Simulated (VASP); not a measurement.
**VASP 6.6.1 run: BN**

INCAR

```
IBRION = -1
NBANDS = 16
NSW = 0
NELM = 120
LCHARG = .FALSE.
LASPH = .TRUE.
SIGMA = 0.02
LWAVE = .FALSE.
ISIF = 2
EDIFF = 1E-7
LREAL = .TRUE.
ISMEAR = -1
PREC = Accurate
GGA = PE
ENCUT = 450
```

KPOINTS

```
KPOINTS created by Atomic Simulation Environment
0
Gamma
15 15 5
0 0 0
```

POSCAR

```
B  N
 1.0000000000000000
     2.3865560374826060   -0.0000000000288675    0.0000000000000000
    -1.1932780187163030    2.0668181560294974    0.0000000000000000
     0.0000000000000000    0.0000000000000000    6.5242672896000000
 B   N
   2   2
Cartesian
  0.0000000000166666  1.3778787706767093  1.6310668224000000
  1.1932780187496361  0.6889393853239210  4.8932004671999998
  0.0000000000166666  1.3778787706767093  4.8932004671999998
  1.1932780187496361  0.6889393853239210  1.6310668224000000
```

The recommended PBE PAW datasets give the neutral cell 16 valence electrons.

Command

```
mpirun -np 1 vasp_std
```

Task: How does this run end, and what does it give?

Result: It converged. Results: gap between bands v and c on the k mesh 4.52 eV; least direct gap on the k mesh 5.02 eV; pressure 52.0 GPa. Band v is the last that the valence electrons fill when counted band by band, and c is the next.

OSZICAR

```
N       E                     dE             d eps       ncg     rms          rms(c)
DAV:   1     0.416566168209E+02    0.41657E+02   -0.75827E+03  2632   0.836E+02
DAV:   2    -0.366045845968E+02   -0.78261E+02   -0.72326E+02  3592   0.211E+02
DAV:   3    -0.391565347086E+02   -0.25520E+01   -0.25450E+01  3304   0.374E+01
DAV:   4    -0.391703009197E+02   -0.13766E-01   -0.13765E-01  3368   0.316E+00
DAV:   5    -0.391704168144E+02   -0.11589E-03   -0.11589E-03  3168   0.266E-01    0.128E+01
DAV:   6    -0.350771982655E+02    0.40932E+01   -0.56454E+00  3320   0.180E+01    0.602E+00
DAV:   7    -0.345824950687E+02    0.49470E+00   -0.86748E-01  3448   0.666E+00    0.356E+00
DAV:   8    -0.344923526293E+02    0.90142E-01   -0.25640E-01  3304   0.357E+00    0.494E-01
DAV:   9    -0.344881776950E+02    0.41749E-02   -0.16365E-02  2960   0.100E+00    0.231E-01
DAV:  10    -0.344891103502E+02   -0.93266E-03   -0.12215E-03  2928   0.267E-01    0.339E-02
DAV:  11    -0.344892093699E+02   -0.99020E-04   -0.98414E-05  3144   0.771E-02    0.278E-02
DAV:  12    -0.344892262822E+02   -0.16912E-04   -0.30471E-05  2784   0.373E-02    0.231E-03
DAV:  13    -0.344892263952E+02   -0.11305E-06   -0.55935E-07  3528   0.589E-03    0.834E-04
DAV:  14    -0.344892264649E+02   -0.69705E-07   -0.12149E-07  2648   0.239E-03
   1 F= -.34489226E+02 E0= -.34489226E+02  d E =-.130691E-12
```

These settings aren't sound, so the numbers aren't properties of the crystal.

On sound settings PBE gives a gap of 4.47 eV on its mesh and a pressure of 47.6 GPa for the intended cell.
